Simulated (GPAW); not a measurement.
# Si (P-1) in GPAW: further runs

One crystal, Si, is run at these levels: PBE; tasks: single point.

All numbers are computed with GPAW 26.7.0; they aren't measurements. Logs are shortened: lines on timing, memory, paths and dates and some standing lists are left out, and cuts for length are marked. The log counts tension as positive stress, the text compression.

## 1. The cell of the first run

The typed cell holds 1 atom: a = 2.663 Å, b = 2.627 Å, c = 2.488 Å, α = 88.18°, β = 90.32°, γ = 122.60°.

This isn't the form of Si at room conditions, which is diamond.

## 2. Single point, PBE (strain = -0.01; cell sheared at random, sigma 0.03, atoms nudged by 0.01 Å)

Contents of run.py:

```python
from ase import Atoms
from ase.dft.bandgap import bandgap
from ase.io import write
from ase.units import GPa
from gpaw import GPAW, PW

atoms = Atoms(['Si'],
              cell=[[2.6624315117, -0.0495535815, -0.00683095],
                    [-1.3736707334, 2.2385732396, 0.04189651],
                    [-0.0066381282, 0.0418517852, 2.48776073]],
              scaled_positions=[[0.0, 0.0, 0.0]],
              pbc=True)

calc = GPAW(mode=PW(600),
            xc='PBE',
            kpts={'size': (12, 12, 11), 'gamma': True},
            occupations={'name': 'fermi-dirac', 'width': 0.05},
            nbands=8,
            convergence={'density': 1e-05, 'energy': 1e-05},
            maxiter=150,
            txt='gpaw.txt')
atoms.calc = calc
energy = atoms.get_potential_energy()
forces = atoms.get_forces()
stress = atoms.get_stress()
calc.write('gs.gpw')
write('result.traj', atoms)
print(f'Energy: {energy:.6f} eV')
print('Forces (eV/A):')
print(forces.round(4))
print('Stress (GPa):', (stress / GPa).round(3))
print('Fermi level:', round(calc.get_fermi_level(), 4), 'eV')
print(f'Gap: {bandgap(calc)[0]:.4f} eV, direct: {bandgap(calc, direct=True)[0]:.4f} eV')
```

Potentials or basis: GPAW PAW data sets (gpaw-data 1.2.1), pw.

Started as:

```console
$ OMP_NUM_THREADS=1 python run.py
```

gpaw.txt:

```text
__  _  _
 | _ |_)|_||  |
 |__||  | ||/\| - 26.7.0

Input parameters:
  mode=PW(ecut=600.0),
  convergence={'density': 1e-05, 'energy': 1e-05},
  kpts=MonkhorstPack(size=(12, 12, 11), gamma=True),
  maxiter=150,
  nbands=8,
  occupations=Occupations(name='fermi-dirac', width=0.05),
  xc=XC(name='PBE')

Diagonalizing LCAO Hamiltonian
Converting LCAO to pw mode

       Si

Atoms  # Å, Bohr magnetons
|   | symbol |        x |        y |        z |    initial magnetic moments |
|---|--------|----------|----------|----------|-----------------------------|
| 0 |     Si | 0.000000 | 0.000000 | 0.000000 | ( 0.0000,  0.0000,  0.0000) |

Unit cell  # Å
| periodic |         x |         y |         z |  lengths |     angles |
|----------|-----------|-----------|-----------|----------|------------|
|      yes |  2.662432 | -0.049554 | -0.006831 | 2.662901 |  88.184711 |
|      yes | -1.373671 |  2.238573 |  0.041897 | 2.626773 |  90.317725 |
|      yes | -0.006638 |  0.041852 |  2.487761 | 2.488122 | 122.599082 |

Number of symmetries: 2
Symmetry operations  # r_c * U_cc + t_c -> r_c
|   | kind |            matrix            |
|---|------|------------------------------|
| 0 |  E   |  1, 0, 0,  0, 1, 0,  0, 0, 1 |
| 1 |  i   | -1, 0, 0,  0,-1, 0,  0, 0,-1 |

BZ-sampling:
  Number of BZ points: 1584
  Number of IBZ points: 794

  Monkhorst-Pack size: [12, 12, 11]
  Monkhorst-Pack shift: [0.041666666666666664, 0.041666666666666664, 0.0]

K-points  # in reciprocal-cell coordinates
|     |                                coordinates |     weight |
|-----|--------------------------------------------|------------|
|   0 | ( -0.00000000,  -0.00000000,   0.00000000) | 0.00063131 |
|   1 | ( -0.00000000,  -0.00000000,   0.09090909) | 0.00126263 |
|   2 | ( -0.00000000,  -0.00000000,   0.18181818) | 0.00126263 |
|   3 | ( -0.00000000,  -0.00000000,   0.27272727) | 0.00126263 |
|   4 | ( -0.00000000,  -0.00000000,   0.36363636) | 0.00126263 |
|   5 | ( -0.00000000,  -0.00000000,   0.45454545) | 0.00126263 |
|   6 | ( -0.00000000,   0.08333333,  -0.45454545) | 0.00126263 |
|   7 | ( -0.00000000,   0.08333333,  -0.36363636) | 0.00126263 |
|   8 | ( -0.00000000,   0.08333333,  -0.27272727) | 0.00126263 |
|   9 | ( -0.00000000,   0.08333333,  -0.18181818) | 0.00126263 |
| ... |                                            |            |
| 793 | (  0.50000000,   0.50000000,   0.45454545) | 0.00126263 |

Plane wave coefficients: 501
Cutoff: 600.0 eV

Spin-components: 1 (collinear spins)
Bands:           8
Projectors:      5
Spin-degeneracy: 2
Datatype:        complex128

Parallelization:
  kpt:    1
  domain: 1
  band:   1

Density:
  Valence electrons: 4.0
  Components: 1
  Grid points: [16 15 15]
  Charge: 0.0  # |e|

Potential:
  Grid points: [16 15 15]

species:
  Si:
    name:    Silicon
    Z:       14.0
    valence: 4
    core:    10
    charge:  0.0  # [|e|]
    compensation charges:
      type: gauss
      rc: 0.33  # [Å]
      lmax: 2
    cutoffs:
      filter: 1.86  # [Å]
      core: 2.06  # [Å]
    projectors
    | kind |    occ | energy [eV] | rcut [Å] |
    |------|--------|-------------|----------|
    |   3s |  2.000 |     -10.812 |    1.058 |
    |   3p |  2.000 |      -4.081 |    1.058 |
    |    s |        |      16.399 |    1.058 |
    |    p |        |      23.130 |    1.058 |
    |    d |        |       0.000 |    1.058 |

    Using partial waves for Si as LCAO basis

Reference energy: -7886.344250  # eV

eigensolver:
  PPCG
  Converge bands: occupied
  niter=2

density mixing:
  MSR1-Mixer
  Pratt-step length: 0.05
  Maximum mixing coefficient: 0.75
  Old densities: 10
  SVD Regularization: 0.005
  Good broyden scale: 1.0
  Trust region scale: 1.0
  Backstep threshold: 4.0
  History deletion threshold: 6.0
  Fourier metric: weight=20.0, sigma=0.015

occupation numbers:
  Fermi-Dirac:
    width: 0.0500  # eV

poisson solver:
  ecut: 4800.0  # eV

xc functional:
  name: PBE with 2 nearest neighbor stencil

convergence criteria:
- Maximum integral of absolute [dens]ity change: 1e-05 electrons / valence electron
- Maximum [total energy] change in last 3 cyles: 1e-05 eV / valence electron
- Maximum integral of absolute [eigenst]ate change: 4e-08 eV^2 / valence electron
maximum number of iterations: 150

SCF iterations
|iter     | |      energy | eigst |  dens |
|---------|-|-------------|-------|-------|
|iter:   1| |   -5.062261 | -0.09 |       |
|iter:   2| |   -5.065271 | -3.09 | -1.14 |
|iter:   3| |   -5.081666 | -3.31 | -1.16 |
|iter:   4| |   -5.083597 | -4.08 | -1.65 |
|iter:   5| |   -5.083592 | -6.57 | -2.83 |
|iter:   6| |   -5.083592c| -8.59c| -3.68 |
|iter:   7| |   -5.083592c| -8.71c| -4.17 |
|iter:   8| |   -5.083592c| -9.37c| -5.21c|

Converged in 8 steps
Energy contributions relative to reference atoms: (reference = -7886.344250)

Energy contributions:
  Kinetic:           5.979298
  Coulomb:          -4.240692
  Zero:             -0.019411
  External:          0.000000
  Xc:               -6.801461
  Entropy:          -0.002655
  Spinorbit:         0.000000
  ----------------------------
  Free energy:      -5.084919
  Extrapolated:     -5.083592

dipole moment: (-2.793020, -4.859807, -5.495811)  # |e|*Ang

Fermi level: 9.008
Eigenvalues  # (at kpt = [-0.000, -0.000, 0.000])
| band index |      eig [eV] | occ [0-2] |
|------------|---------------|-----------|
|          0 |        -5.156 |     2.000 |
|          1 |        16.380 |     0.000 |
|          2 |        16.638 |     0.000 |
|          3 |        18.916 |     0.000 |
|          4 |        20.314 |     0.000 |
|          5 |        20.493 |     0.000 |
|          6 |        22.459 |     0.000 |
|          7 |        27.303 |     0.000 |

No gap
No difference between direct/indirect transitions

Forces  # eV/Ang
|       x |       y |       z |
|---------|---------|---------|
| 0.00000 | 0.00000 | 0.00000 |  # Si   0

Stress tensor  # eV/Ang^3
|         x |         y |         z |
|-----------|-----------|-----------|
| -0.024156 | -0.020751 | -0.000258 |
| -0.020751 | -0.035899 |  0.015871 |
| -0.000258 |  0.015871 | -0.014873 |

# Writing to gs.gpw (mode='')
```

It took 36 s on 1 thread of Arm Neoverse V2, shared host; peak memory 0.24 GiB.

What came out:

| Item | Value |
| --- | --- |
| Free energy | -5.0849 eV |
| Pressure | 4.0 GPa |
| Band gap on the k mesh | none (metal or under the smearing width) |

Stress tensor (GPa, compression positive):
```
 3.87  3.32  0.04
 3.32  5.75 -2.54
 0.04 -2.54  2.38
```

Caveat: the density grid can change from cell to cell, which puts small steps into energies and stress.

## 3. Single point, PBE (cell sheared at random, sigma 0.03, atoms nudged by 0.01 Å)

Contents of run.py:

```python
from ase.dft.bandgap import bandgap
from ase.io import read, write
from ase.units import GPa
from gpaw import GPAW, PW, setup_paths

setup_paths.insert(0, '.')

atoms = read('Si.xyz')

calc = GPAW(mode=PW(400),
            xc='PBE',
            kpts={'size': (9, 10, 9), 'gamma': True},
            occupations={'name': 'fermi-dirac', 'width': 0.05},
            nbands=8,
            maxiter=120,
            txt='gpaw.txt')
atoms.calc = calc
energy = atoms.get_potential_energy()
forces = atoms.get_forces()
stress = atoms.get_stress()
calc.write('gs.gpw')
write('result.traj', atoms)
print(f'Energy: {energy:.6f} eV')
print('Forces (eV/A):')
print(forces.round(4))
print('Stress (GPa):', (stress / GPa).round(3))
print('Fermi level:', round(calc.get_fermi_level(), 4), 'eV')
print(f'Gap: {bandgap(calc)[0]:.4f} eV, direct: {bandgap(calc, direct=True)[0]:.4f} eV')
```

Contents of Si.xyz:

```xyz
1
Lattice="2.6622503000 -0.0362423300 -0.0068309500 -1.3625119300 2.2317606800 0.0418965100 -0.0064290300 0.0418196400 2.4877607300" Properties=species:S:1:pos:R:3 pbc="T T T"
Si     0.0000000000      0.0000000000      0.0000000000
```

Potentials or basis: PAW data sets generated in the run's folder for this functional, pw.

Started as:

```console
$ gpaw-setup -f PBE Si
$ OMP_NUM_THREADS=1 python run.py
```

gpaw.txt:

```text
__  _  _
 | _ |_)|_||  |
 |__||  | ||/\| - 26.7.0

Input parameters:
  mode=PW(ecut=400.0),
  kpts=MonkhorstPack(size=(9, 10, 9), gamma=True),
  maxiter=120,
  nbands=8,
  occupations=Occupations(name='fermi-dirac', width=0.05),
  xc=XC(name='PBE')

Diagonalizing LCAO Hamiltonian
Converting LCAO to pw mode

       Si

Atoms  # Å, Bohr magnetons
|   | symbol |        x |        y |        z |    initial magnetic moments |
|---|--------|----------|----------|----------|-----------------------------|
| 0 |     Si | 0.000000 | 0.000000 | 0.000000 | ( 0.0000,  0.0000,  0.0000) |

Unit cell  # Å
| periodic |         x |         y |         z |  lengths |     angles |
|----------|-----------|-----------|-----------|----------|------------|
|      yes |  2.662250 | -0.036242 | -0.006831 | 2.662506 |  88.182938 |
|      yes | -1.362512 |  2.231761 |  0.041897 | 2.615139 |  90.308119 |
|      yes | -0.006429 |  0.041820 |  2.487761 | 2.488121 | 122.182457 |

Number of symmetries: 2
Symmetry operations  # r_c * U_cc + t_c -> r_c
|   | kind |            matrix            |
|---|------|------------------------------|
| 0 |  E   |  1, 0, 0,  0, 1, 0,  0, 0, 1 |
| 1 |  i   | -1, 0, 0,  0,-1, 0,  0, 0,-1 |

BZ-sampling:
  Number of BZ points: 810
  Number of IBZ points: 406

  Monkhorst-Pack size: [9, 10, 9]
  Monkhorst-Pack shift: [0.0, 0.05, 0.0]

K-points  # in reciprocal-cell coordinates
|     |                                coordinates |     weight |
|-----|--------------------------------------------|------------|
|   0 | (  0.00000000,   0.00000000,   0.00000000) | 0.00123457 |
|   1 | (  0.00000000,   0.00000000,   0.11111111) | 0.00246914 |
|   2 | (  0.00000000,   0.00000000,   0.22222222) | 0.00246914 |
|   3 | (  0.00000000,   0.00000000,   0.33333333) | 0.00246914 |
|   4 | (  0.00000000,   0.00000000,   0.44444444) | 0.00246914 |
|   5 | (  0.00000000,   0.10000000,  -0.44444444) | 0.00246914 |
|   6 | (  0.00000000,   0.10000000,  -0.33333333) | 0.00246914 |
|   7 | (  0.00000000,   0.10000000,  -0.22222222) | 0.00246914 |
|   8 | (  0.00000000,   0.10000000,  -0.11111111) | 0.00246914 |
|   9 | (  0.00000000,   0.10000000,   0.00000000) | 0.00246914 |
| ... |                                            |            |
| 405 | (  0.44444444,   0.50000000,   0.44444444) | 0.00246914 |

Plane wave coefficients: 277
Cutoff: 400.0 eV

Spin-components: 1 (collinear spins)
Bands:           8
Projectors:      5
Spin-degeneracy: 2
Datatype:        complex128

Parallelization:
  kpt:    1
  domain: 1
  band:   1

Density:
  Valence electrons: 4.0
  Components: 1
  Grid points: [14 14 12]
  Charge: 0.0  # |e|

Potential:
  Grid points: [14 14 12]

species:
  Si:
    name:    Silicon
    Z:       14.0
    valence: 4
    core:    10
    charge:  0.0  # [|e|]
    compensation charges:
      type: gauss
      rc: 0.33  # [Å]
      lmax: 2
    cutoffs:
      filter: 1.86  # [Å]
      core: 2.06  # [Å]
    projectors
    | kind |    occ | energy [eV] | rcut [Å] |
    |------|--------|-------------|----------|
    |   3s |  2.000 |     -10.812 |    1.058 |
    |   3p |  2.000 |      -4.081 |    1.058 |
    |    s |        |      16.399 |    1.058 |
    |    p |        |      23.131 |    1.058 |
    |    d |        |       0.000 |    1.058 |

    Using partial waves for Si as LCAO basis

Reference energy: -7886.344494  # eV

eigensolver:
  PPCG
  Converge bands: occupied
  niter=2

density mixing:
  MSR1-Mixer
  Pratt-step length: 0.05
  Maximum mixing coefficient: 0.75
  Old densities: 10
  SVD Regularization: 0.005
  Good broyden scale: 1.0
  Trust region scale: 1.0
  Backstep threshold: 4.0
  History deletion threshold: 6.0
  Fourier metric: weight=20.0, sigma=0.015

occupation numbers:
  Fermi-Dirac:
    width: 0.0500  # eV

poisson solver:
  ecut: 3200.0  # eV

xc functional:
  name: PBE with 2 nearest neighbor stencil

convergence criteria:
- Maximum [total energy] change in last 3 cyles: 0.0005 eV / valence electron
- Maximum integral of absolute [dens]ity change: 0.0001 electrons / valence electron
- Maximum integral of absolute [eigenst]ate change: 4e-08 eV^2 / valence electron
maximum number of iterations: 120

SCF iterations
|iter     | |      energy | eigst |  dens |
|---------|-|-------------|-------|-------|
|iter:   1| |   -5.054404 | -0.10 |       |
|iter:   2| |   -5.057506 | -3.07 | -1.14 |
|iter:   3| |   -5.073961 | -3.35 | -1.16 |
|iter:   4| |   -5.075885 | -4.10 | -1.65 |
|iter:   5| |   -5.075881c| -6.71 | -2.86 |
|iter:   6| |   -5.075881c| -8.50c| -3.65 |
|iter:   7| |   -5.075881c| -8.81c| -4.20c|

Converged in 7 steps
Energy contributions relative to reference atoms: (reference = -7886.344494)

Energy contributions:
  Kinetic:           6.076348
  Coulomb:          -4.330401
  Zero:             -0.019075
  External:          0.000000
  Xc:               -6.801404
  Entropy:          -0.002699
  Spinorbit:         0.000000
  ----------------------------
  Free energy:      -5.077231
  Extrapolated:     -5.075881

dipole moment: (-2.817927, -4.874824, -5.496860)  # |e|*Ang

Fermi level: 9.026
Eigenvalues  # (at kpt = [0.000, 0.000, 0.000])
| band index |      eig [eV] | occ [0-2] |
|------------|---------------|-----------|
|          0 |        -5.155 |     2.000 |
|          1 |        16.382 |     0.000 |
|          2 |        16.639 |     0.000 |
|          3 |        19.043 |     0.000 |
|          4 |        20.205 |     0.000 |
|          5 |        20.608 |     0.000 |
|          6 |        22.339 |     0.000 |
|          7 |        27.257 |     0.000 |

No gap
No difference between direct/indirect transitions

Forces  # eV/Ang
|       x |       y |       z |
|---------|---------|---------|
| 0.00000 | 0.00000 | 0.00000 |  # Si   0

Stress tensor  # eV/Ang^3
|         x |         y |         z |
|-----------|-----------|-----------|
| -0.025793 | -0.007720 | -0.000966 |
| -0.007720 | -0.052619 |  0.020512 |
| -0.000966 |  0.020512 | -0.002718 |

# Writing to gs.gpw (mode='')
```

Run time: 42 s. Hardware: 1 thread of Intel Xeon Platinum 8259CL at 2.50GHz (Skylake/Cascade Lake), shared host; peak memory 0.15 GiB.

The run converged, but some of its settings lie outside the range that counts as converged, so its numbers aren't taken as properties of the crystal.

What came out:

- Free energy: -5.0772 eV
- Pressure: 4.3 GPa
- Band gap on the k mesh: none (metal or under the smearing width)

Caveat: the cutoff is short for stress and forces, so pressures can be off by a GPa or more.
